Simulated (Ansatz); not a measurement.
# Si/GaP/CoSi2: a contact from a semiconductor to a metal, part 5 of 5

Wanted: barrier heights, local density of states and T(E) for Si/GaP/CoSi2. The semiconductor is Si diamond(111), undoped, with its far face capped by hydrogen, and the metal is CoSi2 fluorite(111) turned by 180 degrees (type B), with GaP zinc blende(111) between them (whole bilayers). After relaxation the nearest pair at the metal is Si–Ga at 2.48 Å, along the normal. The common net has a side of 3.896 Å, which strains the semiconductor by +0.7 %, the layer between by +0.0 % and the metal by +2.8 %, against typed lattice constants near PBE's. The first steps treat the bulk crystals alone.

Ansatz 0.2.0; PBE DFT, plane waves, PAW files (the session's first sound run).

So far. Step 6 (T(E) from the semiconductor into the metal, atomic …): The semiconductor's channels close between -0.40 and +0.20 eV. In the worse lead the potential repeats within 30 meV, which the program flags as too much for a lead, so the lead is short or a field runs through it. Step 7 (The contact's transmission, atomic planes in the …): The semiconductor's channels close between -0.40 and +0.20 eV.

## (9) The first cell with another functional, cutoff 500 eV

This step: r2SCAN DFT, plane waves, PAW files; ballistic transmission by layer matching between semi-infinite leads (Ansatz 0.2.0).

System of this step: Si/GaP/CoSi2. The cell holds 52 atoms: 38 Si, 2 P, 2 Ga, 9 Co and 1 H. Its edges and angles: a = 3.896 Å, b = 3.896 Å, c = 92.890 Å, α = 90.0°, β = 90.0°, γ = 120.0°. Regions: left electrode, 20 atoms (20 Si); barrier, 4 atoms (2 P and 2 Ga); right electrode, 27 atoms (18 Si and 9 Co). Vacuum lies along c.

r2SCAN opens the gap somewhat, so the first cell is run again with it to see how the barriers share the change.

input.yaml

```yaml
crystal:
  lattice:
    - [3.896, 0.0, 0.0]
    - [-1.948, 3.3740349731, 0.0]
    - [0.0, 0.0, 92.8904994196]
  atoms:
    - { symbol: Si, position: [0.66666667, 0.33333333, 0.1668631356] }
    - { symbol: Si, position: [0.0, 0.0, 0.1752535288] }
    - { symbol: Si, position: [0.0, 0.0, 0.2007645336] }
    - { symbol: Si, position: [0.33333333, 0.66666667, 0.2091549268] }
    - { symbol: Si, position: [0.33333333, 0.66666667, 0.2346659316] }
    - { symbol: Si, position: [0.66666667, 0.33333333, 0.2430563248] }
    - { symbol: Si, position: [0.66666667, 0.33333333, 0.2685673296] }
    - { symbol: Si, position: [0.0, 0.0, 0.2769577228] }
    - { symbol: Si, position: [0.0, 0.0, 0.3024687276] }
    - { symbol: Si, position: [0.33333333, 0.66666667, 0.3108591208] }
    - { symbol: Si, position: [0.33333333, 0.66666667, 0.3363701256] }
    - { symbol: Si, position: [0.66666667, 0.33333333, 0.3447605188] }
    - { symbol: Si, position: [0.66666667, 0.33333333, 0.3702715236] }
    - { symbol: Si, position: [0.0, 0.0, 0.3786619168] }
    - { symbol: Si, position: [0.0, 0.0, 0.4041729216] }
    - { symbol: Si, position: [0.33333333, 0.66666667, 0.4125633148] }
    - { symbol: Si, position: [0.33333333, 0.66666667, 0.4380743195] }
    - { symbol: Si, position: [0.66666667, 0.33333333, 0.4464647128] }
    - { symbol: Si, position: [0.66666667, 0.33333333, 0.471936348] }
    - { symbol: Si, position: [0.0, 0.0, 0.4799512712] }
    - { symbol: P, position: [0.0, 0.0, 0.5045422684] }
    - { symbol: Ga, position: [0.33333333, 0.66666667, 0.5133226367] }
    - { symbol: P, position: [0.33333333, 0.66666667, 0.5386844289] }
    - { symbol: Ga, position: [0.66666667, 0.33333333, 0.547608173] }
    - { symbol: Si, position: [0.66666667, 0.33333333, 0.5742894508] }
    - { symbol: Co, position: [0.33333333, 0.66666667, 0.5807309538] }
    - { symbol: Si, position: [0.0, 0.0, 0.5874396583] }
    - { symbol: Si, position: [0.33333333, 0.66666667, 0.6046288933] }
    - { symbol: Co, position: [0.0, 0.0, 0.612399604] }
    - { symbol: Si, position: [0.66666667, 0.33333333, 0.6201703147] }
    - { symbol: Si, position: [0.0, 0.0, 0.6373595498] }
    - { symbol: Co, position: [0.66666667, 0.33333333, 0.6451302605] }
    - { symbol: Si, position: [0.33333333, 0.66666667, 0.6529009712] }
    - { symbol: Si, position: [0.66666667, 0.33333333, 0.6700902062] }
    - { symbol: Co, position: [0.33333333, 0.66666667, 0.6778609169] }
    - { symbol: Si, position: [0.0, 0.0, 0.6856316276] }
    - { symbol: Si, position: [0.33333333, 0.66666667, 0.7028208626] }
    - { symbol: Co, position: [0.0, 0.0, 0.7105915733] }
    - { symbol: Si, position: [0.66666667, 0.33333333, 0.718362284] }
    - { symbol: Si, position: [0.0, 0.0, 0.7355515191] }
    - { symbol: Co, position: [0.66666667, 0.33333333, 0.7433222298] }
    - { symbol: Si, position: [0.33333333, 0.66666667, 0.7510929405] }
    - { symbol: Si, position: [0.66666667, 0.33333333, 0.7682821755] }
    - { symbol: Co, position: [0.33333333, 0.66666667, 0.7760528862] }
    - { symbol: Si, position: [0.0, 0.0, 0.7838235969] }
    - { symbol: Si, position: [0.33333333, 0.66666667, 0.801012832] }
    - { symbol: Co, position: [0.0, 0.0, 0.8087835427] }
    - { symbol: Si, position: [0.66666667, 0.33333333, 0.8165542533] }
    - { symbol: Si, position: [0.0, 0.0, 0.8337434884] }
    - { symbol: Co, position: [0.66666667, 0.33333333, 0.8415141991] }
    - { symbol: Si, position: [0.33333333, 0.66666667, 0.8492849098] }
    - { symbol: H, position: [0.66666667, 0.33333333, 0.1507150902] }
kpoints:
  mp_grid: { grid: [8, 8, 1] }
scf:
  occupations: { method: fermi_dirac, width: 0.1 }
  max_iter: 150
hamiltonian:
  xc: r2scan
efield:
  axis: 3
  dipole_correction: true
output:
  transmission:
    kmesh: [12, 12]
    e_range: [-2.5, 2.5]
    de: 0.05
    leads: [[8, 10], [37, 40]]
  dos: { projected: true, e_range: [-6, 5], de: 0.05 }
  write_potential: true
  write_density: true
  volumetric_format: npy
```

Launch:

```bash
$ ansatz run input.yaml --threads 8 --pin off --max-ram 24576MiB --backend cpu --events-out ev --progress --plain --runs-dir out
```

Numbers of over 12 decimals in the logs are rounded to 6 here.

What it wrote:

```text
[...]
Crystal: 52 atoms, lattice volume = 1221.068 Å³
Basis set: ecut = 500 eV, 30885 PW (Γ), exchange–correlation on 120×120×2880 points (64 copies of the dense FFT grid, shifted against one another)
Bands: 223, of which v1, the nominal top of the filled ones, is band 171 counted from 1 (170 counted from 0)
Symmetry: 6 space group operations
[...]
k-points: 10 of 64 (time reversal used)
[...]
SCF iter   1: F=—  HF=-79592.288804 eV  |F-HF|=—  |Δ(HF+E_count)|=         —  Δρ=1.29e-2  dr2=1.46e1  dr2_τ=6.47e-1  ethr=1.77e-3  p=-0.076 e·Å  D=-1.12e-2 V/Å  ΔV_dip=1.04 eV  dr2_dipole=4.94e0  V_vac-E_F(+/−)=4.79/3.75 eV  ⟨swp⟩=9.3  Hψ=12162  notcnv=0  defer=108
[...]
SCF iter  21: F=-79592.905164 eV  HF=-79592.905164 eV  |F-HF|=2.87e-8  |Δ(HF+E_count)|=   6.21e-8  Δρ=9.36e-7  dr2=2.27e-8  dr2_τ=9.87e-10  ethr=2.92e-11  p=-0.064 e·Å  D=-9.48e-3 V/Å  ΔV_dip=0.88 eV  dr2_dipole=8.62e-10  V_vac-E_F(+/−)=5.11/4.23 eV  ⟨swp⟩=2.7  Hψ=4437  notcnv=0
SCF 1 converged in 21 iterations: F = -79592.905164 eV  dr2 = 2.27e-8
[...]
transmission: 118 of 1121 steps passed
transmission: 227 of 1121 steps passed
[...]
transmission: 1121 of 1121 steps passed
[...]
SCF converged after 21 iterations
Free energy (F): -79592.905164 eV
[...]
Internal energy: -79592.542795 eV  (E = F + TS)
E sigma→0 (E₀):  -79592.723980 eV
Entropy (-TS):   -0.362369 eV (-6.969 meV/atom)
Fermi energy:    4.929983 eV
Dipole field:    D = -0.009468 V/Å  (p = -0.063894 e·Å, saw-weighted, corrected)
Work function:   Φ+ = 5.1109 eV   Φ− = 4.2314 eV
[...]
--- Band table (eV; the first three rows and the last of 10) ---
  k-point 0: bands = [... 167 lower, 6.0089, 6.0974, 6.1026, 6.1252, 6.1252, 6.2196, 6.3593, 6.4981, ... 48 higher]
  k-point 1: bands = [... 167 lower, 5.8843, 5.9803, 6.0319, 6.1463, 6.3218, 6.4331, 6.4496, 6.4755, ... 48 higher]
  k-point 2: bands = [... 167 lower, 4.7877, 4.9276, 5.1021, 5.4232, 5.4949, 5.5635, 5.7170, 5.7395, ... 48 higher]
  k-point 9: bands = [... 167 lower, 4.0780, 4.2048, 4.3336, 4.4338, 4.4482, 4.4787, 4.4804, 5.0493, ... 48 higher]
--- Transmission ---
  basis      : 139 plane waves across, 59 finite elements along
  points     : 19, standing for a mesh of 12 x 12
[...]
channels       : 0.000000e0 a spin
[...]
slowest decay  : 0.1077 /Å at (0.0000, 0.0000)
[...]
channels       : 1.270833e0 a spin
[...]
slowest decay  : 0.0432 /Å at (0.4167, 0.0833)
  junction   : crystal 0 to crystal 1, 29.67 to 64.49 Å
    transmission   : 0.000000e0 a spin
[...]
```

Elapsed: 6.4 min, on 8 threads of Arm Neoverse V2, shared host; peak memory 14 GiB.

Numbers from this step:

- free energy: -79592.9052 eV
- Fermi energy: 4.930 eV
- channels of the upper lead: 1.271
- potential step in the lower lead: 28.9 meV
- potential step in the upper lead: 9.8 meV
- work function, upper face: 5.111 eV
- work function, lower face: 4.231 eV
- dipole moment: -0.06389 e·Å
- dipole field: -0.009468 V/Å

One spin. The transmission, zone mean by energy, zero at the Fermi level:

| energy (eV) | transmission, zone mean |
| --- | --- |
| -2.400 | 0.542 |
| -2.200 | 0.352 |
| -2.000 | 0.289 |
| -1.800 | 0.175 |
| -1.600 | 0.149 |
| -1.550 | 0.218 |
| -1.400 | 0.0514 |
| -1.200 | 0.00486 |
| -1.000 | 0.00606 |
| -0.800 | 0.00229 |
| -0.600 | 2.3e-4 |
| -0.400 | 0 |
| -0.200 | 0 |
| 0.000 | 0 |
| 0.200 | 0 |
| 0.400 | 0.00543 |
| 0.600 | 0.0210 |
| 0.800 | 0.0114 |
| 1.000 | 0.0321 |
| 1.200 | 0.0351 |
| 1.400 | 0.0959 |
| 1.600 | 0.0706 |
| 1.800 | 0.218 |
| 2.000 | 0.263 |
| 2.200 | 0.446 |
| 2.400 | 0.485 |

One spin. The open channels, zone mean by energy, zero at the Fermi level:

| energy (eV) | lower lead | upper lead |
| --- | --- | --- |
| -2.400 | 1.59 | 1.15 |
| -2.200 | 1.47 | 1.44 |
| -2.000 | 1.34 | 1.49 |
| -1.800 | 1.02 | 2.02 |
| -1.600 | 0.729 | 1.85 |
| -1.400 | 0.646 | 1.19 |
| -1.200 | 0.354 | 1.72 |
| -1.000 | 0.312 | 1.59 |
| -0.800 | 0.146 | 1.88 |
| -0.600 | 0.00694 | 1.92 |
| -0.400 | 0 | 1.71 |
| -0.200 | 0 | 1.62 |
| 0.000 | 0 | 1.27 |
| 0.200 | 0 | 1.19 |
| 0.400 | 0.104 | 0.979 |
| 0.600 | 0.292 | 0.979 |
| 0.800 | 0.5 | 0.778 |
| 1.000 | 0.75 | 0.653 |
| 1.200 | 0.944 | 0.556 |
| 1.400 | 1.36 | 0.514 |
| 1.600 | 1.53 | 0.486 |
| 1.800 | 1.99 | 0.799 |
| 2.000 | 2.11 | 0.882 |
| 2.200 | 2.37 | 1.09 |
| 2.400 | 1.91 | 1.38 |

Projected DOS an atom over height of the atomic layer and energy from the Fermi level. Layers: H Si Si Si Si Si Si Si Si Si Si Si Si Si Si Si Si Si Si Si Si P Ga P Ga Si Co Si Si Co Si Si Co Si Si Co Si Si Co Si Si Co Si Si Co Si Si Co Si Si Co Si; projections on atoms miss part of the total, and the computed bands can run out at the top of the range; a column is the mean of 4 neighbouring layers, the last of those left over.

Values in states/eV, 22 rows by 13 columns, each cell a mean:
```
0.11 0.12 0.13 0.13 0.13 0.13 0.15 0.13 0.12 0.14 0.13 0.13 0.16
0.28 0.28 0.30 0.30 0.33 0.37 0.41 0.38 0.35 0.39 0.37 0.39 0.41
0.40 0.45 0.43 0.42 0.36 0.44 0.49 0.44 0.47 0.46 0.48 0.45 0.40
0.62 0.72 0.74 0.70 0.63 0.54 0.40 0.27 0.26 0.26 0.26 0.25 0.26
0.41 0.47 0.46 0.49 0.57 0.48 0.43 0.35 0.36 0.37 0.37 0.36 0.38
0.48 0.58 0.58 0.56 0.52 0.51 0.44 0.48 0.53 0.51 0.52 0.53 0.37
0.42 0.64 0.63 0.63 0.63 0.58 0.25 0.29 0.31 0.28 0.27 0.30 0.35
0.17 0.31 0.32 0.36 0.47 0.34 0.15 0.14 0.10 0.10 0.10 0.11 0.31
0.06 0.15 0.17 0.20 0.24 0.17 0.18 0.18 0.15 0.15 0.15 0.14 0.21
0.01 0.02 0.04 0.05 0.11 0.12 0.28 0.26 0.27 0.24 0.25 0.28 0.37
0.00 0.00 0.00 0.00 0.01 0.02 0.35 0.37 0.55 0.43 0.42 0.55 0.64
0.03 0.05 0.05 0.03 0.02 0.04 0.77 0.61 1.07 0.76 0.74 1.04 0.75
0.12 0.19 0.19 0.16 0.12 0.14 0.99 0.81 1.48 0.85 0.85 1.54 1.28
0.30 0.46 0.41 0.37 0.26 0.25 1.20 1.36 2.37 1.28 1.29 2.33 1.11
0.46 0.61 0.60 0.59 0.54 0.50 0.76 0.68 0.95 0.59 0.59 0.99 0.75
0.56 0.63 0.65 0.66 0.64 0.58 0.57 0.50 0.71 0.51 0.54 0.70 0.57
0.58 0.75 0.75 0.72 0.67 0.71 0.52 0.54 0.65 0.54 0.51 0.64 0.49
0.50 0.59 0.57 0.59 0.67 0.73 0.51 0.75 0.96 0.81 0.83 0.94 0.72
0.43 0.54 0.57 0.58 0.58 0.61 0.62 0.70 0.69 0.66 0.66 0.69 0.48
0.54 0.41 0.43 0.46 0.46 0.57 0.39 0.42 0.37 0.39 0.41 0.39 0.32
0.09 0.13 0.14 0.16 0.31 0.38 0.28 0.32 0.28 0.30 0.30 0.27 0.25
0.10 0.14 0.13 0.13 0.14 0.17 0.23 0.28 0.22 0.27 0.25 0.24 0.22
```
Columns: height of the atomic layer (Å) from 16.1 to 77.6 (not evenly spaced); rows upwards: energy from the Fermi level (eV) from -6 to 5.

The semiconductor's channels close between -0.60 and +0.25 eV. In the worse lead the potential repeats within 29 meV, which the program flags as too much for a lead, so the lead is short or a field runs through it.

## (10) The same cell, other settings

This step: PBE DFT, plane waves, PAW files; ballistic transmission by layer matching between semi-infinite leads; changed: output.transmission.bias = [0.5] (Ansatz 0.2.0).

The setting was drawn as a possible misstep, on purpose. Where the input is shown as a difference, that is against the step before, not the twin.

input.yaml: that of step 9 with these lines changed.

```diff
@@ -64,3 +64,3 @@
 hamiltonian:
-  xc: r2scan
+  xc: pbe
 efield:
@@ -74,2 +74,3 @@
     leads: [[8, 10], [37, 40]]
+    bias: [0.5]
   dos: { projected: true, e_range: [-6, 5], de: 0.05 }
```

What it wrote:

```text
Error: YAML parse error: error: line 75 column 5: unknown field `bias`, expected one of leads, temperature, e_range, de, kmesh, mesh_tolerance, kpoints, reduced_basis
  --> <input>:75:5
   |
73 |     de: 0.05
74 |     leads: [[8, 10], [37, 40]]
75 |     bias: [0.5]
   |     ^ unknown field `bias`, expected one of leads, temperature, e_range, de, kmesh, mesh_tolerance, kpoints, reduced_basis
76 |   dos: { projected: true, e_range: [-6, 5], de: 0.05 }
77 |   write_potential: true
   |
```

Elapsed: 0.02 s, on 8 threads; peak memory 0.022 GiB.

The program refused the input before any cycle.

The program's message: “Error: YAML parse error: error: line 75 column 5: unknown field `bias`, expected one of leads, temperature, e_range, de, kmesh, mesh_tolerance, kpoints, reduced_basis”

The change that led to it: output.transmission.bias = [0.5].

## (11) Summary of results

- valence edge of the semiconductor lead against the Fermi level, 4 planes: -0.40 eV
- conduction edge of the semiconductor lead against the Fermi level, 4 planes: +0.20 eV
- valence edge of the semiconductor lead against the Fermi level, 6 planes: -0.40 eV
- conduction edge of the semiconductor lead against the Fermi level, 6 planes: +0.20 eV
- valence edge of the semiconductor lead against the Fermi level, 8 planes: -0.40 eV
- conduction edge of the semiconductor lead against the Fermi level, 8 planes: +0.20 eV
- valence edge of the semiconductor lead against the Fermi level, r2SCAN: -0.60 eV
- conduction edge of the semiconductor lead against the Fermi level, r2SCAN: +0.25 eV

**Reading.** The metal's Fermi level lies in the gap of the semiconductor, 0.20 eV under the first conduction channel and 0.40 eV over the last valence one, as read in the lead, away from the contact; bands can bend on the way there. The edges are read from the typed mesh and energy grid, to 0.05 eV at best; the semiconductor's potential still steps by 27 meV a period, so they depend on where the lead is cut. Adding 4 atomic planes to the layer under the metal moves the conduction edge by +0.00 eV, about one grid step or less. r2SCAN moves the edges to -0.60 and +0.25 eV, 0.85 eV apart on the grid against 0.60 eV. The semiconductor is undoped and only a few nanometres thick, with its far face capped by hydrogen. A semilocal functional narrows gaps, and the two barriers add up to the gap, so their sum is too small. No spin-orbit coupling, phonons, disorder or image charges enter; the interfaces are ordered, one cell wide and lattice-matched by strain. Semilocal gaps are too small, which can bring a band edge of the barrier nearer to the Fermi level than it is.

[Logs are printed without paths, hosts, clocks, repeated set-up lines and the standing remarks that a program may print on its own settings, such as how far it seeks lower states.]

[Hosts, paths, dates, database ids (printed as entryN), source tags and the programs' standing remarks are cut or masked in the printed files.]
